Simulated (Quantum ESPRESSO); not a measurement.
# EuS: spin spirals in supercells

Aim: the energy of flat spin spirals of EuS that close within a few cells.

Main program and level: Quantum ESPRESSO 7.5; PBE with U = 3.6 eV on Eu f (atomic projectors); plane waves with SSSP 1.3 efficiency PBE potentials, no spin-orbit coupling, flat spiral in a supercell.

The database entry behind the starting cell differs from later determinations by our own check (0.1 to 0.3 % short, probably kX units), so it need not match the best structure at ambient conditions.

### 1. The structure

Symmetry: Fm-3m, No. 225, cubic system. The conventional cell has a = 5.957 Å, b = 5.957 Å, c = 5.957 Å, α = 90.00°, β = 90.00°, γ = 90.00°. Nearest to Eu lie 6 S at 2.98 Å. Nearest to S lie 6 Eu at 2.98 Å. Farther neighbours and most contacts between anions are not listed.

The cell comes from the Crystallography Open Database.

The settings of this session are cheaper than careful work needs (see the inputs), so it shows what such settings give, not the properties of the crystal.

### 2. Parallel moments, one cell

File pw.in:

```
&CONTROL
  calculation = 'scf'
  prefix = 'pwscf'
  outdir = './tmp'
  pseudo_dir = './pseudo'
  disk_io = 'nowf'
/
&SYSTEM
  ibrav = 0
  celldm(1) = 8
  nat = 2
  ntyp = 2
  ecutwfc = 42
  ecutrho = 340
  nbnd = 36
  occupations = 'smearing'
  smearing = 'fd'
  degauss = 0.00734986
  noncolin = .true.
  starting_magnetization(1) = 0.4118
  angle1(1) = 90
  angle2(1) = 0
  starting_magnetization(2) = 0
/
&ELECTRONS
  conv_thr = 2d-08
  electron_maxstep = 150
  mixing_beta = 0.3
  diagonalization = 'paro'
/
ATOMIC_SPECIES
Eu    151.9640 Eu.paw.z_17.atompaw.wentzcovitch.v1.2.upf
S      32.0600 s_pbe_v1.4.uspp.F.UPF
CELL_PARAMETERS alat
   0.0000000000000    0.7035686577747    0.7035686577747
   0.7035686577747    0.0000000000000    0.7035686577747
   0.7035686577747    0.7035686577747    0.0000000000000
ATOMIC_POSITIONS crystal
Eu      0.0000000000    0.0000000000    0.0000000000
S       0.5000000000    0.5000000000    0.5000000000
K_POINTS automatic
4 4 12 0 0 0
HUBBARD {atomic}
U Eu-4f 3.6000
```

Run with:

```bash
$ OMP_NUM_THREADS=1 mpirun -n 4 pw.x -nk 4 -in pw.in > pw.out
```

Output:

```text
Program PWSCF v.7.5 starts

     file Eu.paw.z_17.atompaw.wentzcovitch.v1.2.upf: wavefunction(s)  6S 0P 5D 0D 4F 0F renormalized

     Fixed quantization axis for GGA:     1.000000    0.000000    0.000000
     Message from routine setup:
     using ibrav=0 with symmetry is DISCOURAGED, use correct ibrav instead

     K-points division:     npool     =       4
     Subspace diagonalization in iterative solution of the eigenvalue problem:

     G-vector sticks info
     --------------------
     sticks:   dense  smooth     PW     G-vecs:    dense   smooth      PW
     Sum        1495     745    223                37917    13323    2229

     Using Slab Decomposition

     bravais-lattice index     =            0
     lattice parameter (alat)  =       8.0000  a.u.
     unit-cell volume          =     356.6313 (a.u.)^3
     number of atoms/cell      =            2
     number of atomic types    =            2
     number of electrons       =        23.00
     number of Kohn-Sham states=           36
     kinetic-energy cutoff     =      42.0000  Ry
     charge density cutoff     =     340.0000  Ry
     scf convergence threshold =      2.0E-08
     mixing beta               =       0.3000
     number of iterations used =            8  plain     mixing
     Exchange-correlation=  SLA  PW   PBX  PBC
                           (   1   4   3   4   0   0   0)
     Noncollinear calculation without spin-orbit

     Hubbard projectors: atomic
     Hubbard parameters of DFT+U (Dudarev formulation) in eV:
     U(Eu-4f) =  3.6000

     Internal variables: lda_plus_u =T, lda_plus_u_kind = 0

     Internal variables: orbital_resolved =F, hub_pot_fix =F, apply_U = F

     celldm(1)=   8.000000  celldm(2)=   0.000000  celldm(3)=   0.000000
     celldm(4)=   0.000000  celldm(5)=   0.000000  celldm(6)=   0.000000

     crystal axes: (cart. coord. in units of alat)
               a(1) = (   0.000000   0.703569   0.703569 )
               a(2) = (   0.703569   0.000000   0.703569 )
               a(3) = (   0.703569   0.703569   0.000000 )

     reciprocal axes: (cart. coord. in units 2 pi/alat)
               b(1) = ( -0.710663  0.710663  0.710663 )
               b(2) = (  0.710663 -0.710663  0.710663 )
               b(3) = (  0.710663  0.710663 -0.710663 )

     PseudoPot. # 1 for Eu read from file:
     Eu.paw.z_17.atompaw.wentzcovitch.v1.2.upf
     Pseudo is Projector augmented-wave + core cor, Zval = 17.0
     Generated using ATOMPAW code
     Shape of augmentation charge: BESSEL
     Using radial grid of 1109 points,  8 beta functions with:
                l(1) =   0
                l(2) =   0
                l(3) =   1
                l(4) =   1
                l(5) =   2
                l(6) =   2
                l(7) =   3
                l(8) =   3
     Q(r) pseudized with 0 coefficients

     PseudoPot. # 2 for S  read from file:
     s_pbe_v1.4.uspp.F.UPF
     Pseudo is Ultrasoft + core correction, Zval =  6.0
     Generated by new atomic code, or converted to UPF format
     Using radial grid of  907 points,  6 beta functions with:
                l(1) =   0
                l(2) =   0
                l(3) =   1
                l(4) =   1
                l(5) =   2
                l(6) =   2
     Q(r) pseudized with  8 coefficients,  rinner =    1.300   1.300   1.300
                                                       1.300   1.300

     atomic species   valence    mass     pseudopotential
     Eu               17.00   151.96400     Eu( 1.00)
     S                 6.00    32.06000     S ( 1.00)

     16 Sym. Ops., with inversion, found

   Cartesian axes

     site n.     atom                  positions (alat units)
         1        Eu     tau(   1) = (   0.0000000   0.0000000   0.0000000  )
         2        S      tau(   2) = (   0.7035687   0.7035687   0.7035687  )

     number of k points=    53  Fermi-Dirac smearing, width (Ry)=  0.0073
                       cart. coord. in units 2pi/alat
        k(    1) = (   0.0000000   0.0000000   0.0000000), wk =   0.0052083
        k(    2) = (   0.0592219   0.0592219  -0.0592219), wk =   0.0104167
        k(    3) = (   0.1184438   0.1184438  -0.1184438), wk =   0.0104167
        k(    4) = (   0.1776657   0.1776657  -0.1776657), wk =   0.0416667
        k(    5) = (   0.2368876   0.2368876  -0.2368876), wk =   0.0104167
        [... 48 further k-points ...]

     Dense  grid:    37917 G-vectors     FFT dimensions: (  48,  48,  48)

     Smooth grid:    13323 G-vectors     FFT dimensions: (  36,  36,  36)

     Generating pointlists ...
     new r_m :   0.2902 (alat units)  2.3218 (a.u.) for type    1
     new r_m :   0.2902 (alat units)  2.3218 (a.u.) for type    2

     Initial potential from superposition of free atoms

     starting charge      22.9952, renormalised to      23.0000

     STARTING HUBBARD OCCUPATIONS:

     ================= HUBBARD OCCUPATIONS ================
     ------------------------ ATOM    1 ------------------------
     Tr[ns(  1)] (up, down, total) =   3.00000  3.00000  6.00000
     [... lines left out ...]
     Atomic magnetic moment mx, my, mz =     6.000000    0.000000    0.000000

     Number of occupied Hubbard levels =    6.0000

 ==============================================================================
     atom number    1 relative position :    0.0000   0.0000   0.0000
     charge :    14.440060  (integrated on a sphere of radius 0.290)
     magnetization :          5.901686    0.000000    0.000000
     magnetization/charge:    0.408702    0.000000    0.000000
     polar coord.: r, theta, phi [deg] :     5.901686   90.000000    0.000000

 ==============================================================================

 ==============================================================================
     atom number    2 relative position :    0.7036   0.7036   0.7036
     charge :     5.227991  (integrated on a sphere of radius 0.290)
     magnetization :          0.182822    0.000000    0.000000
     magnetization/charge:    0.034970    0.000000    0.000000
     polar coord.: r, theta, phi [deg] :     0.182822   90.000000    0.000000

 ==============================================================================

     Atomic wfc used for Hubbard projectors are NOT orthogonalized

     Starting wfcs are   72 randomized atomic wfcs
     Checking if some PAW data can be deallocated...

     Self-consistent Calculation

     iteration #  1     ecut=    42.00 Ry     beta= 0.30
     ParO style diagonalization
     ethr =  1.00E-02,  avg # of iterations =  5.3

     ================= HUBBARD OCCUPATIONS ================
     ------------------------ ATOM    1 ------------------------
     Tr[ns(  1)] (up, down, total) =   3.52226  3.52226  7.04452
     [... lines left out ...]
     Atomic magnetic moment mx, my, mz =     6.987589   -0.000000    0.000000

     Number of occupied Hubbard levels =    7.0445

     total energy              =    -666.79299045 Ry
     estimated scf accuracy    <       0.51596883 Ry

     total magnetization       =     7.00     0.00     0.00 Bohr mag/cell
     absolute magnetization    =     7.29 Bohr mag/cell

     iteration #  2     ecut=    42.00 Ry     beta= 0.30
     ParO style diagonalization
     ethr =  2.24E-03,  avg # of iterations = 11.5

     total energy              =    -666.89737586 Ry
     estimated scf accuracy    <       0.10474696 Ry

     total magnetization       =     7.00    -0.00    -0.00 Bohr mag/cell
     absolute magnetization    =     7.24 Bohr mag/cell

     iteration #  3     ecut=    42.00 Ry     beta= 0.30
     ParO style diagonalization
     ethr =  4.55E-04,  avg # of iterations = 12.3

     total energy              =    -666.92821712 Ry
     estimated scf accuracy    <       0.02572648 Ry

     total magnetization       =     7.00     0.00    -0.00 Bohr mag/cell
     absolute magnetization    =     7.20 Bohr mag/cell

     [... further iterations left out ...]

     iteration # 10     ecut=    42.00 Ry     beta= 0.30
     ParO style diagonalization
     ethr =  2.25E-09,  avg # of iterations = 16.0

     total energy              =    -666.93449977 Ry
     estimated scf accuracy    <       0.00000089 Ry

     total magnetization       =     7.00    -0.00    -0.00 Bohr mag/cell
     absolute magnetization    =     7.14 Bohr mag/cell

     iteration # 11     ecut=    42.00 Ry     beta= 0.30
     ParO style diagonalization
     ethr =  2.25E-09,  avg # of iterations = 11.9

     total energy              =    -666.93449990 Ry
     estimated scf accuracy    <       0.00000005 Ry

     total magnetization       =     7.00    -0.00     0.00 Bohr mag/cell
     absolute magnetization    =     7.14 Bohr mag/cell

     iteration # 12     ecut=    42.00 Ry     beta= 0.30
     ParO style diagonalization
     ethr =  2.04E-10,  avg # of iterations =  8.1

     total energy              =    -666.93449989 Ry
     estimated scf accuracy    <       0.00000005 Ry

     total magnetization       =     7.00    -0.00     0.00 Bohr mag/cell
     absolute magnetization    =     7.14 Bohr mag/cell

     iteration # 13     ecut=    42.00 Ry     beta= 0.30
     ParO style diagonalization
     ethr =  2.04E-10,  avg # of iterations = 12.1

 ==============================================================================
     atom number    1 relative position :    0.0000   0.0000   0.0000
     charge :    14.658798  (integrated on a sphere of radius 0.290)
     magnetization :          6.813966   -0.000000   -0.000000
     magnetization/charge:    0.464838   -0.000000   -0.000000
     polar coord.: r, theta, phi [deg] :     6.813966   90.000000   -0.000000

 ==============================================================================

 ==============================================================================
     atom number    2 relative position :    0.7036   0.7036   0.7036
     charge :     5.513905  (integrated on a sphere of radius 0.290)
     magnetization :         -0.066504   -0.000000   -0.000000
     magnetization/charge:   -0.012061   -0.000000   -0.000000
     polar coord.: r, theta, phi [deg] :     0.066504   90.000000 -180.000000

 ==============================================================================

     End of self-consistent calculation

     ================= HUBBARD OCCUPATIONS ================
     ------------------------ ATOM    1 ------------------------
     Tr[ns(  1)] (up, down, total) =   3.45929  3.45929  6.91857
     [... lines left out ...]
     Atomic magnetic moment mx, my, mz =     6.883933   -0.000000    0.000000

     Number of occupied Hubbard levels =    6.9186
     [... lines left out ...]
     the Fermi energy is     9.9861 ev

!    total energy              =    -666.93449990 Ry
     estimated scf accuracy    <          8.4E-10 Ry
     smearing contrib. (-TS)   =      -0.00109573 Ry
     internal energy E=F+TS    =    -666.93340418 Ry

     The total energy is F=E-TS. E is the sum of the following terms:
     one-electron contribution =     -88.37610978 Ry
     hartree contribution      =      60.22766770 Ry
     xc contribution           =     -29.92002618 Ry
     ewald contribution        =    -152.11607848 Ry
     Hubbard energy            =       0.01514149 Ry
     one-center paw contrib.   =    -456.76399893 Ry

     total magnetization       =     7.00    -0.00    -0.00 Bohr mag/cell
     absolute magnetization    =     7.14 Bohr mag/cell

     convergence has been achieved in  13 iterations

=------------------------------------------------------------------------------=
   JOB DONE.
=------------------------------------------------------------------------------=
```

Elapsed: 4 min, on 4 MPI ranks of Arm Neoverse V1, shared host; peak memory 0.95 GiB; 16 min of CPU time.

Spin moment in the atom's sphere by atom:

```
atom  x (μB)  y (μB)  z (μB)  size
 Eu1    6.81    0.00    0.00  6.81
  S2   -0.07    0.00    0.00  0.07
```

Read from the output:

```
smearing term TS       : 0.01491 eV
magnetization          : 6.998, 0, 0 μB
absolute magnetization : 7.141 μB
final state            : ferromagnetic
```

### 3. One turn in 2 cells along the input cell's c

Neighbouring cells are turned by 180° in the xy plane; the cell holds 4 atoms.

File pw.in:

```
&CONTROL
  calculation = 'scf'
  prefix = 'pwscf'
  outdir = './tmp'
  pseudo_dir = './pseudo'
  disk_io = 'nowf'
/
&SYSTEM
  ibrav = 0
  celldm(1) = 8
  nat = 4
  ntyp = 4
  ecutwfc = 42
  ecutrho = 340
  nbnd = 64
  occupations = 'smearing'
  smearing = 'fd'
  degauss = 0.00734986
  noncolin = .true.
  starting_magnetization(1) = 0.4118
  angle1(1) = 90
  angle2(1) = 0
  starting_magnetization(2) = 0.4118
  angle1(2) = 90
  angle2(2) = 180
  starting_magnetization(3) = 0
  starting_magnetization(4) = 0
/
&ELECTRONS
  conv_thr = 4d-08
  electron_maxstep = 150
  mixing_beta = 0.3
  diagonalization = 'paro'
/
ATOMIC_SPECIES
Eu1   151.9640 Eu.paw.z_17.atompaw.wentzcovitch.v1.2.upf
Eu2   151.9640 Eu.paw.z_17.atompaw.wentzcovitch.v1.2.upf
S1     32.0600 s_pbe_v1.4.uspp.F.UPF
S2     32.0600 s_pbe_v1.4.uspp.F.UPF
CELL_PARAMETERS alat
   0.0000000000000    0.7035686577747    0.7035686577747
   0.7035686577747    0.0000000000000    0.7035686577747
   1.4071373155495    1.4071373155495    0.0000000000000
ATOMIC_POSITIONS crystal
Eu1     0.0000000000    0.0000000000    0.0000000000
Eu2     0.0000000000    0.0000000000    0.5000000000
S1      0.5000000000    0.5000000000    0.2500000000
S2      0.5000000000    0.5000000000    0.7500000000
K_POINTS automatic
4 4 6 0 0 0
HUBBARD {atomic}
U Eu1-4f 3.6000
U Eu2-4f 3.6000
```

Output:

```text
     [... lines left out ...]
Program PWSCF v.7.5 starts
     [... lines left out ...]
     number of atoms/cell      =            4
     [... lines left out ...]
     number of electrons       =        46.00
     number of Kohn-Sham states=           64
     kinetic-energy cutoff     =      42.0000  Ry
     charge density cutoff     =     340.0000  Ry
     scf convergence threshold =      4.0E-08
     [... lines left out ...]
     Noncollinear calculation without spin-orbit
     [... lines left out ...]
      2 Sym. Ops. (no inversion) found
     [... lines left out ...]
     number of k points=    52  Fermi-Dirac smearing, width (Ry)=  0.0073
     [... lines left out ...]
     iteration # 14     ecut=    42.00 Ry     beta= 0.30
     [... lines left out ...]
     atom number    1 relative position :    0.0000   0.0000   0.0000
     [... lines left out ...]
     magnetization :          6.805465   -0.024418    0.024418
     [... lines left out ...]
     atom number    2 relative position :    0.7036   0.7036   0.0000
     [... lines left out ...]
     magnetization :         -6.805414   -0.024520    0.024520
     [... lines left out ...]
     atom number    3 relative position :    0.7036   0.7036   0.7036
     [... lines left out ...]
     magnetization :          0.000000    0.000389   -0.000389
     [... lines left out ...]
     atom number    4 relative position :    1.4071   1.4071   0.7036
     [... lines left out ...]
     magnetization :          0.000000    0.000389   -0.000389
     [... lines left out ...]
     Tr[ns(  1)] (up, down, total) =   3.47613  3.45150  6.92763
     [... lines left out ...]
     Tr[ns(  2)] (up, down, total) =   3.47616  3.45142  6.92758
     [... lines left out ...]
     the Fermi energy is     9.9913 ev
!    total energy              =   -1333.86628787 Ry
     estimated scf accuracy    <       0.00000001 Ry
     smearing contrib. (-TS)   =      -0.00273603 Ry
     [... lines left out ...]
     total magnetization       =     0.00    -0.05     0.05 Bohr mag/cell
     absolute magnetization    =    14.07 Bohr mag/cell
     convergence has been achieved in  14 iterations
```

Elapsed: 14 min, on 4 MPI ranks; peak memory 1.8 GiB.

Spin moment in the atom's sphere by atom:

```
atom  x (μB)  y (μB)  z (μB)  size
 Eu1    6.81   -0.02    0.02  6.81
 Eu2   -6.81   -0.02    0.02  6.81
  S3    0.00    0.00    0.00  0.00
  S4    0.00    0.00    0.00  0.00
```

This step gave:

* smearing term TS: 0.03723 eV
* magnetization: 0, -0.051, 0.051 μB
* absolute magnetization: 14.07 μB
* final state: antiferromagnetic

(Part 1 of 2 ends here.)

[Logs and program files are shortened in this print: banners, set-up blocks, solver, clock and traceback lines can be left out without a mark of their own.]

[Logs are printed without paths, hosts, clocks, repeated set-up lines and the standing remarks that a program may print on its own settings, such as how far it seeks lower states.]

[Hosts, paths, dates, database ids (printed as entryN), source tags and the programs' standing remarks are cut or masked in the printed files.]

[Where a cell is said to come from a database of computed structures, the database is the Materials Project.]
